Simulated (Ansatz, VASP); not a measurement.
Ag in VASP and in Ansatz

```
Ag
1.0
     2.97196    0.00000    0.00000
    -1.48598    2.57379    0.00000
     0.00000    0.00000    4.71076
Ag
2
Cartesian
  0.0000 1.7159 3.5331
  1.4860 0.8579 1.1777
```

Alike in both runs: functional PBE; k mesh 6 × 6 × 4; occupations gaussian, width 0.1 eV; no spin polarisation.

Ansatz relaxed the structure, and its values are those at the end. VASP's run is a single point on that final structure, the one shown.

|  | VASP | Ansatz |
| --- | --- | --- |
| version | VASP 6.6.1 | Ansatz 0.2.0 |
| potentials or method | VASP PAW PBE potentials, release 64 (Ag) | scalar-relativistic, plane waves, PAW |
| plane-wave cutoff (eV) | 520 | 420 |
| valence electrons in the cell | 22 | 38 |

Ansatz gave:

| Quantity | Value |
| --- | --- |
| gap on the k mesh at the Fermi level (eV) | none |
| pressure (GPa) | 0.2 |

Q: What did VASP give for the same quantities?

A: gap on the k mesh at the Fermi level (eV): none; pressure (GPa): 0.1.

A gap of «none» marks a metal or a gap that the smearing closes. The functional is the same, so the differences come from potentials, cutoffs and numerics. The two sets of potentials don't hold the same shells in valence.

Caveats: the k mesh is coarse (spacing up to 0.41 Å⁻¹), so the values aren't converged.
